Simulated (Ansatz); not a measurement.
Wurtzite InN was calculated with PBE+SOC in Ansatz (PAW).

Settings: plane-wave cutoff 520 eV, 12×12×6 k mesh (along the axes of the cell as run), Fermi–Dirac smearing 0.01 eV, PAW data made under PBE.

Cell (relaxed at this level):

```
InN
1.0
    1.78969    -3.09983     0.00000
    1.78969     3.09983     0.00000
    0.00000     0.00000     5.78648
In N
2 2
Direct
  0.66667   0.33333   0.50014
  0.33333   0.66667   0.00014
  0.66667   0.33333   0.87886
  0.33333   0.66667   0.37886
```

Question: Give the computed bulk modulus and pressure derivative B′ of the bulk modulus.

Answer: 
* **bulk modulus**: 122 GPa
* **pressure derivative B′ of the bulk modulus**: 4.7

The run finds no gap.

Measured, for comparison: bulk modulus 126 GPa (room temperature, no zero-point or thermal correction; as tabulated in Phys. Rev. B 49, 14 (GaN and InN under pressure), abstract). Computed (rounded) less measured: bulk modulus -3 %.

Note: the gap of the solid is closed in this run; this level leaves the solid without a gap, although one is measured; the bulk modulus comes from volumes at which shape and atoms were relaxed.

It cost about 18 core-minutes (a rough figure) of CPU time.

Ansatz is an electronic-structure program.
